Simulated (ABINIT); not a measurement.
Crystal: In.

```
In
1.0
     3.06215    0.00000    0.00000
     0.00000    4.74869    0.00000
     0.00000    0.00000    6.89263
In
3
Direct
  0.00000 0.00000 0.27870
  0.00000 0.00000 0.72130
  0.00000 0.50000 0.00000
```

The cell was built by a generator and needn't be a form met in nature.

| Property | Result |
| --- | --- |
| Program | ABINIT 10.8.3 (patched build) |
| Task | single point |
| Functional | PBE |
| Potentials or basis | JTH PAW PBE v2.0 |
| Cutoff | 599 eV |
| k mesh | 9 × 6 × 4 |
| Occupations | fermi-dirac, width 0.05 eV |
| Spin | no spin polarisation |

On this cell: pressure 0.0 GPa; largest force 0.046 eV/Å; band gap on the k mesh none (metal or under the smearing width).

The same run follows on a disturbed copy (atoms moved at random, drawn with an rms of 0.05 Å):

```
In
1.0
     3.06215    0.00000    0.00000
     0.00000    4.74869    0.00000
     0.00000    0.00000    6.89263
In
3
Direct
  0.99645 0.99251 0.27875
  0.98138 0.99727 0.72468
  0.00801 0.48945 0.00474
```

Task: What changes?

Result: The energy (extrapolated to zero smearing) moves by +1.1 meV/atom; pressure 0.0 GPa; largest force 0.135 eV/Å; band gap on the k mesh none (metal or under the smearing width).

Forces in eV/Å, atoms in the order of the input:
```
In  -0.022 -0.038  0.128
In  -0.009 -0.066 -0.087
In   0.031  0.104 -0.041
```

Stress tensor (GPa, compression positive):
```
 0.91  0.00  0.01
 0.00  0.14  0.09
 0.01  0.09 -0.99
```
